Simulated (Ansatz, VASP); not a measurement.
Al: VASP beside Ansatz

Contents of POSCAR:

```
Al
1.0
    0.0000000000      2.0072243579      2.0072243579
    2.0072243579      0.0000000000      2.0072243579
    2.0072243579      2.0072243579      0.0000000000
Al
1
Direct
    0.0000000000      0.0000000000      0.0000000000
```

INCAR.step1

```
PREC = Accurate ; ENCUT = 520
ISMEAR = 0 ; SIGMA = 0.05
LREAL = F ; LASPH = T
NELM = 60 ; NBANDS = 8
GGA = PE ; ALGO = Normal
EDIFF = 1E-4 ; LWAVE = T
LCHARG = F
```

Contents of INCAR.step2:

```
PREC = Accurate ; ENCUT = 520
EDIFF = 1E-6 ; ISMEAR = 0
SIGMA = 0.05 ; LREAL = F
LASPH = T ; NELM = 60
ALGO = Normal ; ISIF = 2
LWAVE = F ; LCHARG = T
METAGGA = R2SCAN ; LMIXTAU = T
LELF = T ; LVHAR = T
NBANDS = 8 ; ISTART = 1
```

File KPOINTS:

```
regular mesh
0
Gamma
  18 18 18
```

Input for Ansatz:

```yaml
crystal:
  lattice:
    - [0.0, 2.0072243579, 2.0072243579]
    - [2.0072243579, 0.0, 2.0072243579]
    - [2.0072243579, 2.0072243579, 0.0]
  atoms:
    - { symbol: Al, position: [0.0, 0.0, 0.0] }
basis:
  ecutwfc: 500
  ecutrho_ratio: 4
kpoints:
  mp_grid: { grid: [18, 18, 18] }
hamiltonian:
  xc: r2scan
scf:
  occupations: { method: gaussian, width: 0.05 }
output:
  forces: true
  stress: true
  eigenvalues: true
```

Alike in both runs: task single point; functional r2SCAN; k mesh 18 × 18 × 18; occupations gaussian, width 0.05 eV; no spin polarisation.

|  | VASP | Ansatz |
| --- | --- | --- |
| version | VASP 6.6.1 | Ansatz 0.2.0 |
| potentials or method | VASP PAW PBE potentials, release 64 (Al) | scalar-relativistic, plane waves, PAW |
| plane-wave cutoff (eV) | 520 | 500 |
| valence electrons in the cell | 3 | 3 |

VASP gave:

```
gap on the k mesh at the Fermi level (eV) : none
pressure (GPa)                            : -1.8
```

**Question.** Estimate Ansatz's values.

**Answer.** gap on the k mesh at the Fermi level (eV): none; pressure (GPa): -1.5.

A gap of «none» marks a metal or a gap that the smearing closes. With one functional, cell and mesh, what is left measures potentials, basis and numerics.

Caveats: the PAW data sets were made with another functional, which shifts forces and pressure a little (VASP).
